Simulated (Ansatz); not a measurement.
**TiO2: how the axes shrink under pressure**

TiO2, P4_2/mnm, a = 4.643 Å, c = 2.964 Å. The compound has several low-lying forms, and this is one of them. Ansatz: PBE, PAW, 420 eV, Γ-centred 6×6×10 mesh on 6 atoms, Gaussian smearing 0.02 eV; no spin polarisation. Cell and atoms are relaxed at each pressure, and no other structure is tried, so the rows at high pressure may lie past a change of phase. y = 100 ln(c/c0) with c0 = 2.9639 Å, so nearly a change in per cent. The pressures are the targets, met within 0.06 GPa.

| P (GPa) | y | 100 ln(a/a0) |
| --- | --- | --- |
| -2.0 | 0.16 | 0.43 |
| 0.0 | 0.00 | 0.00 |
| 2.0 | -0.17 | -0.40 |
| 5.0 | -0.41 | -0.95 |
| 10.0 | -0.82 | -1.79 |
| 20.0 | ? | ? |
| 40.0 | -2.92 | -5.51 |

Problem. Fit y = c1 P + c2 P² to the other rows, give the linear compressibility along c, and predict the missing y.

Solution. Least squares on the rows shown. y = −0.08435 P + 0.0002836 P². The linear compressibility along c is −c1/100 = 0.84 per TPa, against 1.95 along a from the same fit to the last column (its missing entry is -3.23): the crystal is softer along a at low pressure. The runs next to zero pressure give 0.82 and 2.06, so a parabola over the whole range misstates the start. At P = 20.0 the fit asked for gives -1.57. The run gave -1.58, so the fit is 0.01 too high, within twice the rms miss on the fitted rows (0.005).